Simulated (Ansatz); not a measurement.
## Contact densities of CsI against volume

```yaml
crystal:
  lattice:
    - [4.56670, 0.00000, 0.00000]
    - [0.00000, 4.56670, 0.00000]
    - [0.00000, 0.00000, 4.56670]
  atoms:
    - { symbol: Cs, position: [0.00000, 0.00000, 0.00000] }
    - { symbol: I, position: [0.50000, 0.50000, 0.50000] }
```

Atoms are numbered in the order listed.

The cell is COD entry 9008790, as deposited and not checked against the literature; nothing was relaxed.

Spin–orbit coupling is left out, though it moves levels of the heavy atoms by tenths of an eV or more.

Theory: Ansatz 0.2.0, DFT, LDA, all-electron PAW with datasets made for the crystal, scalar-relativistic.

The runs use a Γ-centred 7×7×7 k mesh, Fermi–Dirac smearing of 0.01 eV, cutoff 180 eV (chosen by the program for this cell), no spin polarisation.

The contact density is the mean electron density over the nuclear volume; its changes set Mössbauer isomer shifts. Changes below are taken from the unscaled cell, where it is 1.8929e+06 e/Å³ at Cs1, 1.59742e+06 e/Å³ at I2.

Volumes at which the program chose other datasets or cutoffs are left out.

```json
{"V/V(cell)": "0.9600", "P (GPa)": "-1.0", "Δρ(0) Cs1 (e/Å³)": "0.81", "Δρ(0) I2 (e/Å³)": "-0.34"}
{"V/V(cell)": "0.9800", "P (GPa)": "-1.2", "Δρ(0) Cs1 (e/Å³)": "0.44", "Δρ(0) I2 (e/Å³)": "-0.14"}
{"V/V(cell)": "0.9900", "P (GPa)": "-1.3", "Δρ(0) Cs1 (e/Å³)": "0.21", "Δρ(0) I2 (e/Å³)": "-0.08"}
{"V/V(cell)": "1.0000", "P (GPa)": "-1.4", "Δρ(0) Cs1 (e/Å³)": "0.00", "Δρ(0) I2 (e/Å³)": "0.00"}
{"V/V(cell)": "1.0100", "P (GPa)": "-1.5", "Δρ(0) Cs1 (e/Å³)": "?", "Δρ(0) I2 (e/Å³)": "0.13"}
{"V/V(cell)": "1.0200", "P (GPa)": "-1.6", "Δρ(0) Cs1 (e/Å³)": "?", "Δρ(0) I2 (e/Å³)": "0.14"}
{"V/V(cell)": "1.0400", "P (GPa)": "-1.7", "Δρ(0) Cs1 (e/Å³)": "?", "Δρ(0) I2 (e/Å³)": "0.35"}
{"V/V(cell)": "1.0600", "P (GPa)": "-1.8", "Δρ(0) Cs1 (e/Å³)": "-0.95", "Δρ(0) I2 (e/Å³)": "0.61"}
```

**Question.** What belongs in the row "1.0400", column "Δρ(0) Cs1 (e/Å³)"?

**Answer.** -0.71.

**Question.** What belongs in the row "1.0200", column "Δρ(0) Cs1 (e/Å³)"?

**Answer.** -0.41.

**Question.** Give the missing entry: row "1.0100", column "Δρ(0) Cs1 (e/Å³)".

**Answer.** -0.12.

The datasets are made afresh for each cell, so very small changes are uncertain. Scalar relativity leaves out the p1/2 density at heavy nuclei.
